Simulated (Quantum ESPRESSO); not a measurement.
# Hf (Im-3m) in Quantum ESPRESSO: a series of runs

Runs on Hf. Level: r2SCAN. Tasks: single point, equation of state.

Program: Quantum ESPRESSO 7.5. These are calculated values, not measurements. Logs are shortened: lines on timing, memory, paths and dates and some standing lists are left out, and cuts for length are marked.

## 1. The crystal as given

The structure is cubic, space group Im-3m (No. 229). The conventional cell has a = 3.610 Å, b = 3.610 Å, c = 3.610 Å, α = 90.00°, β = 90.00°, γ = 90.00°. Hf (site symmetry m-3m) is surrounded by 8 Hf at 3.13 Å.

This isn't the form of Hf at room conditions, which is hcp.

## 2. Single point, r2SCAN, 22.11 Å³/atom

Contents of pw.in:

```
&CONTROL
  calculation = 'scf'
  prefix = 'pwscf'
  outdir = './tmp'
  pseudo_dir = './pseudo'
  tprnfor = .true.
  tstress = .true.
  disk_io = 'nowf'
/
&SYSTEM
  ibrav = 0
  nat = 1
  ntyp = 1
  ecutwfc = 65
  nbnd = 20
  input_dft = 'r2scan'
  occupations = 'smearing'
  smearing = 'fd'
  degauss = 0.00367493
  nosym = .true.
  nr1 = 32
  nr2 = 32
  nr3 = 32
/
&ELECTRONS
  conv_thr = 1d-08
  electron_maxstep = 120
  mixing_beta = 0.5
/
ATOMIC_SPECIES
Hf   178.4900 Hf_ONCV_PBE-1.2.upf
CELL_PARAMETERS angstrom
  -1.7681529262    1.7681529262    1.7681529262
   1.7681529262   -1.7681529262    1.7681529262
   1.7681529262    1.7681529262   -1.7681529262
ATOMIC_POSITIONS crystal
Hf     0.0000000000    0.0000000000    0.0000000000
K_POINTS automatic
8 8 8 0 0 0
```

Potentials or basis: SG15 PBE 1.2.

The run is started by

```console
OMP_NUM_THREADS=1 mpirun -n 2 pw.x -nk 2 -in pw.in > pw.out
```

pw.out:

```text
This program is part of the open-source Quantum ESPRESSO suite
     for quantum simulation of materials; please cite
         "P. Giannozzi et al., J. Phys.:Condens. Matter 21 395502 (2009);
         "P. Giannozzi et al., J. Phys.:Condens. Matter 29 465901 (2017);
         "P. Giannozzi et al., J. Chem. Phys. 152 154105 (2020);
     in publications or presentations arising from this work. More details at

     IMPORTANT: XC functional enforced from input :
     Exchange-correlation= R2SCAN
                           (   0   0   0   0   0 497 498)
     Any further DFT definition will be discarded
     Please, verify this is what you really want

     K-points division:     npool     =       2
     Subspace diagonalization in iterative solution of the eigenvalue problem:
     a serial algorithm will be used

     G-vector sticks info
     --------------------
     sticks:   dense  smooth     PW     G-vecs:    dense   smooth      PW
     Sum         657     657    233                10641    10641    2315

     Using Slab Decomposition

     bravais-lattice index     =            0
     lattice parameter (alat)  =       5.7873  a.u.
     unit-cell volume          =     149.2162 (a.u.)^3
     number of atoms/cell      =            1
     number of atomic types    =            1
     number of electrons       =        26.00
     number of Kohn-Sham states=           20
     kinetic-energy cutoff     =      65.0000  Ry
     charge density cutoff     =     260.0000  Ry
     scf convergence threshold =      1.0E-08
     mixing beta               =       0.5000
     number of iterations used =            8  plain     mixing
     Exchange-correlation= R2SCAN
                           (   0   0   0   0   0 497 498)

     celldm(1)=   5.787344  celldm(2)=   0.000000  celldm(3)=   0.000000
     celldm(4)=   0.000000  celldm(5)=   0.000000  celldm(6)=   0.000000

     crystal axes: (cart. coord. in units of alat)
               a(1) = (  -0.577350   0.577350   0.577350 )
               a(2) = (   0.577350  -0.577350   0.577350 )
               a(3) = (   0.577350   0.577350  -0.577350 )

     reciprocal axes: (cart. coord. in units 2 pi/alat)
               b(1) = ( -0.000000  0.866025  0.866025 )
               b(2) = (  0.866025 -0.000000  0.866025 )
               b(3) = (  0.866025  0.866025  0.000000 )

     PseudoPot. # 1 for Hf read from file:
     Hf_ONCV_PBE-1.2.upf
     Pseudo is Norm-conserving, Zval = 26.0
     Generated using ONCVPSP code by D. R. Hamann
     Using radial grid of  602 points,  8 beta functions with:
                l(1) =   0
                l(2) =   0
                l(3) =   1
                l(4) =   1
                l(5) =   2
                l(6) =   2
                l(7) =   3
                l(8) =   3

     atomic species   valence    mass     pseudopotential
     Hf               26.00   178.49000     Hf( 1.00)

     No symmetry found

   Cartesian axes

     site n.     atom                  positions (alat units)
         1        Hf     tau(   1) = (   0.0000000   0.0000000   0.0000000  )

     number of k points=   260  Fermi-Dirac smearing, width (Ry)=  0.0037

     Number of k-points >= 100: set verbosity='high' to print them.

     Dense  grid:    10641 G-vectors     FFT dimensions: (  32,  32,  32)

     WARNING: libxc functional with ID  497 depends
      on external parameters: check the user_guide of
      QE if you need to modify them or to check their
      default values.

     WARNING: libxc functional with ID  498 depends
      on external parameters: check the user_guide of
      QE if you need to modify them or to check their
      default values.

     Initial potential from superposition of free atoms

     starting charge      25.8785, renormalised to      26.0000
     Starting wfcs are random

     Self-consistent Calculation

     iteration #  1     ecut=    65.00 Ry     beta= 0.50
     Davidson diagonalization with overlap
     ethr =  1.00E-02,  avg # of iterations =  9.8

     total energy              =    -445.94751540 Ry
     estimated scf accuracy    <      58.70536632 Ry

     iteration #  2     ecut=    65.00 Ry     beta= 0.50
     Davidson diagonalization with overlap
     ethr =  1.00E-02,  avg # of iterations =  1.0

     total energy              =    -446.15955397 Ry
     estimated scf accuracy    <      18.58631963 Ry

     iteration #  3     ecut=    65.00 Ry     beta= 0.50
     Davidson diagonalization with overlap
     ethr =  1.00E-02,  avg # of iterations =  1.0

     total energy              =    -446.17173875 Ry
     estimated scf accuracy    <       0.12944762 Ry

     iteration #  4     ecut=    65.00 Ry     beta= 0.50
     Davidson diagonalization with overlap
     ethr =  4.98E-04,  avg # of iterations =  1.1

     total energy              =    -446.17274500 Ry
     estimated scf accuracy    <       0.00981988 Ry

     iteration #  5     ecut=    65.00 Ry     beta= 0.50
     Davidson diagonalization with overlap
     ethr =  3.78E-05,  avg # of iterations =  1.7

     total energy              =    -446.17285229 Ry
     estimated scf accuracy    <       0.00392788 Ry

     iteration #  6     ecut=    65.00 Ry     beta= 0.50
     Davidson diagonalization with overlap
     ethr =  1.51E-05,  avg # of iterations =  1.2

     total energy              =    -446.17286739 Ry
     estimated scf accuracy    <       0.00005627 Ry

     iteration #  7     ecut=    65.00 Ry     beta= 0.50
     Davidson diagonalization with overlap
     ethr =  2.16E-07,  avg # of iterations =  2.3

     total energy              =    -446.17286845 Ry
     estimated scf accuracy    <       0.00002601 Ry

     iteration #  8     ecut=    65.00 Ry     beta= 0.50
     Davidson diagonalization with overlap
     ethr =  1.00E-07,  avg # of iterations =  1.0

     total energy              =    -446.17286844 Ry
     estimated scf accuracy    <       0.00005061 Ry

     iteration #  9     ecut=    65.00 Ry     beta= 0.50
     Davidson diagonalization with overlap
     ethr =  1.00E-07,  avg # of iterations =  1.0

     total energy              =    -446.17286870 Ry
     estimated scf accuracy    <       0.00000145 Ry

     iteration # 10     ecut=    65.00 Ry     beta= 0.50
     Davidson diagonalization with overlap
     ethr =  5.58E-09,  avg # of iterations =  1.0

     total energy              =    -446.17286871 Ry
     estimated scf accuracy    <       0.00000043 Ry

     iteration # 11     ecut=    65.00 Ry     beta= 0.50
     Davidson diagonalization with overlap
     ethr =  1.66E-09,  avg # of iterations =  1.0

     total energy              =    -446.17286871 Ry
     estimated scf accuracy    <       0.00000024 Ry

     iteration # 12     ecut=    65.00 Ry     beta= 0.50
     Davidson diagonalization with overlap
     ethr =  9.09E-10,  avg # of iterations =  1.0

     total energy              =    -446.17286871 Ry
     estimated scf accuracy    <       0.00000002 Ry

     iteration # 13     ecut=    65.00 Ry     beta= 0.50
     Davidson diagonalization with overlap
     ethr =  8.18E-11,  avg # of iterations =  1.0

     End of self-consistent calculation

     Number of k-points >= 100: set verbosity='high' to print the bands.

     the Fermi energy is    23.5660 ev

!    total energy              =    -446.17286871 Ry
     estimated scf accuracy    <          1.7E-09 Ry
     smearing contrib. (-TS)   =      -0.00103376 Ry
     internal energy E=F+TS    =    -446.17183495 Ry

     The total energy is F=E-TS. E is the sum of the following terms:
     one-electron contribution =    -143.21707095 Ry
     hartree contribution      =     102.45671190 Ry
     xc contribution           =     -37.27578480 Ry
     ewald contribution        =    -368.13569110 Ry

     convergence has been achieved in  13 iterations

     Forces acting on atoms (cartesian axes, Ry/au):

     atom    1 type  1   force =     0.00000000    0.00000000    0.00000000

     Total force =     0.000000     Total SCF correction =     0.000018

     Computing stress (Cartesian axis) and pressure

          total   stress  (Ry/bohr**3)                   (kbar)     P=      -69.30
  -0.00047108   0.00000000  -0.00000000          -69.30        0.00       -0.00
   0.00000000  -0.00047108   0.00000000            0.00      -69.30        0.00
  -0.00000000   0.00000000  -0.00047108           -0.00        0.00      -69.30

=------------------------------------------------------------------------------=
   JOB DONE.
=------------------------------------------------------------------------------=
```

Run time: 2.6 min. Hardware: 2 MPI ranks of Arm Neoverse V1, shared host; peak memory 0.22 GiB.

Results:

```yaml
Free_energy: -6070.4911 eV
Pressure: -6.9 GPa
Band_gap_on_the_k_mesh: none (metal or under the smearing width)
```

Caveat: the potentials were made for another functional, which shifts forces and pressure.

## 3. Single point, r2SCAN, 22.58 Å³/atom

pw.in: that of step 2 with these lines changed.

```diff
@@ -32,5 +32,5 @@
 CELL_PARAMETERS angstrom
-  -1.7681529262    1.7681529262    1.7681529262
-   1.7681529262   -1.7681529262    1.7681529262
-   1.7681529262    1.7681529262   -1.7681529262
+  -1.7806051177    1.7806051177    1.7806051177
+   1.7806051177   -1.7806051177    1.7806051177
+   1.7806051177    1.7806051177   -1.7806051177
 ATOMIC_POSITIONS crystal
```

Potentials or basis: SG15 PBE 1.2.

The run is started by

```console
OMP_NUM_THREADS=1 mpirun -n 2 pw.x -nk 2 -in pw.in > pw.out
```

It took 2.7 min on 2 MPI ranks of Arm Neoverse V1, shared host; peak memory 0.22 GiB.

The run converged. Its results:

```
Free energy            : -6070.4682 eV
Pressure               : -8.8 GPa
Band gap on the k mesh : none (metal or under the smearing width)
```

Caveat: the potentials were made for another functional, which shifts forces and pressure.

## 4. Single point, r2SCAN, 23.05 Å³/atom

pw.in: that of step 3 with these lines changed.

```diff
@@ -32,5 +32,5 @@
 CELL_PARAMETERS angstrom
-  -1.7806051177    1.7806051177    1.7806051177
-   1.7806051177   -1.7806051177    1.7806051177
-   1.7806051177    1.7806051177   -1.7806051177
+  -1.7928855410    1.7928855410    1.7928855410
+   1.7928855410   -1.7928855410    1.7928855410
+   1.7928855410    1.7928855410   -1.7928855410
 ATOMIC_POSITIONS crystal
```

The run is started by

```console
OMP_NUM_THREADS=1 mpirun -n 2 pw.x -nk 2 -in pw.in > pw.out
```

It took 2.6 min on 2 MPI ranks of Arm Neoverse V1, shared host; peak memory 0.22 GiB.

The run converged. Its results:

| Quantity | Value |
| --- | --- |
| Free energy | -6070.4400 eV |
| Pressure | -10.5 GPa |
| Band gap on the k mesh | none (metal or under the smearing width) |

Caveat: the potentials were made for another functional, which shifts forces and pressure.

## 5. Single point, r2SCAN, 23.52 Å³/atom

pw.in: that of step 4 with these lines changed.

```diff
@@ -32,5 +32,5 @@
 CELL_PARAMETERS angstrom
-  -1.7928855410    1.7928855410    1.7928855410
-   1.7928855410   -1.7928855410    1.7928855410
-   1.7928855410    1.7928855410   -1.7928855410
+  -1.8050000000    1.8050000000    1.8050000000
+   1.8050000000   -1.8050000000    1.8050000000
+   1.8050000000    1.8050000000   -1.8050000000
 ATOMIC_POSITIONS crystal
```

The run is started by

```console
OMP_NUM_THREADS=1 mpirun -n 2 pw.x -nk 2 -in pw.in > pw.out
```

Run time: 2.6 min. Hardware: 2 MPI ranks of Arm Neoverse V1, shared host; peak memory 0.22 GiB.

It converged, with:

| Quantity | Value |
| --- | --- |
| Free energy | -6070.4071 eV |
| Pressure | -12.0 GPa |
| Band gap on the k mesh | none (metal or under the smearing width) |

Caveat: the potentials were made for another functional, which shifts forces and pressure.

## 6. Single point, r2SCAN, 23.99 Å³/atom

pw.in: that of step 5 with these lines changed.

```diff
@@ -32,5 +32,5 @@
 CELL_PARAMETERS angstrom
-  -1.8050000000    1.8050000000    1.8050000000
-   1.8050000000   -1.8050000000    1.8050000000
-   1.8050000000    1.8050000000   -1.8050000000
+  -1.8169539908    1.8169539908    1.8169539908
+   1.8169539908   -1.8169539908    1.8169539908
+   1.8169539908    1.8169539908   -1.8169539908
 ATOMIC_POSITIONS crystal
```

Potentials or basis: SG15 PBE 1.2.

The run is started by

```console
OMP_NUM_THREADS=1 mpirun -n 2 pw.x -nk 2 -in pw.in > pw.out
```

It took 2.8 min on 2 MPI ranks of Arm Neoverse V1, shared host; peak memory 0.22 GiB.

Results (log left out):

```yaml
Free_energy: -6070.3702 eV
Pressure: -13.3 GPa
Band_gap_on_the_k_mesh: none (metal or under the smearing width)
```

Caveat: the potentials were made for another functional, which shifts forces and pressure.

## 7. Single point, r2SCAN, 24.46 Å³/atom

pw.in: that of step 6 with these lines changed.

```diff
@@ -32,5 +32,5 @@
 CELL_PARAMETERS angstrom
-  -1.8169539908    1.8169539908    1.8169539908
-   1.8169539908   -1.8169539908    1.8169539908
-   1.8169539908    1.8169539908   -1.8169539908
+  -1.8287527239    1.8287527239    1.8287527239
+   1.8287527239   -1.8287527239    1.8287527239
+   1.8287527239    1.8287527239   -1.8287527239
 ATOMIC_POSITIONS crystal
```

The run is started by

```console
OMP_NUM_THREADS=1 mpirun -n 2 pw.x -nk 2 -in pw.in > pw.out
```

Run time: 2.8 min. Hardware: 2 MPI ranks of Arm Neoverse V1, shared host; peak memory 0.22 GiB.

Results (log left out):

- Free energy: -6070.3298 eV
- Pressure: -14.4 GPa
- Band gap on the k mesh: none (metal or under the smearing width)

Caveat: the potentials were made for another functional, which shifts forces and pressure.

## 8. Single point, r2SCAN, 24.93 Å³/atom

pw.in: that of step 7 with these lines changed.

```diff
@@ -32,5 +32,5 @@
 CELL_PARAMETERS angstrom
-  -1.8287527239    1.8287527239    1.8287527239
-   1.8287527239   -1.8287527239    1.8287527239
-   1.8287527239    1.8287527239   -1.8287527239
+  -1.8404011445    1.8404011445    1.8404011445
+   1.8404011445   -1.8404011445    1.8404011445
+   1.8404011445    1.8404011445   -1.8404011445
 ATOMIC_POSITIONS crystal
```

The run is started by

```console
OMP_NUM_THREADS=1 mpirun -n 2 pw.x -nk 2 -in pw.in > pw.out
```

Run time: 2.7 min. Hardware: 2 MPI ranks of Arm Neoverse V1, shared host; peak memory 0.22 GiB.

Results (log left out):

```yaml
Free_energy: -6070.2863 eV
Pressure: -15.3 GPa
Band_gap_on_the_k_mesh: none (metal or under the smearing width)
```

Caveat: the potentials were made for another functional, which shifts forces and pressure.

## 9. Equation of state, r2SCAN

Potentials or basis: SG15 PBE 1.2.

This step only gathers the single runs of the series.

What came out:

* Equilibrium volume: 20.82 Å³/atom (rough: see the caveat)
* Bulk modulus: 131 GPa (rough)

Energy against volume, from the lowest point:
| volume (Å³/atom) | energy (meV/atom) |
| --- | --- |
| 22.112 | 0.00 |
| 22.582 | 22.94 |
| 23.052 | 51.17 |
| 23.523 | 84.04 |
| 23.993 | 120.93 |
| 24.464 | 161.34 |
| 24.934 | 204.83 |

Caveat: the potentials were made for another functional, which shifts forces and pressure; the minimum lies outside the volumes run.
